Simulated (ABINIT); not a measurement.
Runs of ABINIT 10.8.3 (patched build) on NaCl. It takes space group Fm-3m (No. 225, cubic). The conventional cell has a = 5.588 Å, b = 5.588 Å, c = 5.588 Å, α = 90.00°, β = 90.00°, γ = 90.00°. Cl (site symmetry m-3m) has 6 Na at 2.79 Å as nearest neighbours. Na (site symmetry m-3m) is surrounded by 6 Cl at 2.79 Å. The cell is a database's computed one.

| task | level | potentials or basis | k mesh | cutoff (eV) | fine-grid cutoff | mesh quality | gap on the mesh (eV) | pressure (GPa) |
| --- | --- | --- | --- | --- | --- | --- | --- | --- |
| single point | r2SCAN | JTH PAW PBE v2.0 | 6 × 6 × 6 | 1306 | 1959.22 eV | not flagged | 6.01 | - |
| single point | PBE | JTH PAW PBE v2.0 | 10 × 10 × 10 | 1088 | 1687.11 eV | not flagged | 5.21 | 1.7 |
| band structure | PW91 | JTH PAW PBE v2.0 | 8 × 8 × 8 | 1225 | 1836.77 eV | not flagged | 5.22 | 1.6 |
| single point | LDA | JTH PAW LDA v2.0 | 3 × 3 × 3 | 1225 | 1836.77 eV | coarse | (a) | (b) |
| single point | PBE | JTH PAW PBE v2.0 | 6 × 6 × 6 | 1225 | 1836.77 eV | not flagged | 5.21 | 1.7 |

Alike in all rows: no spin polarisation; cell as given; smearing fermi-dirac 0.05 eV.

Q: Estimate the missing entries.

A: (a) 4.78; (b) -1.5.

Caveats: some runs use coarse meshes; the PAW data sets were made with another functional, which shifts forces and pressure a little (some runs); an odd mesh through Γ misses points on the zone boundary, where band edges often lie (some runs).

Not every run made on this cell is shown here.
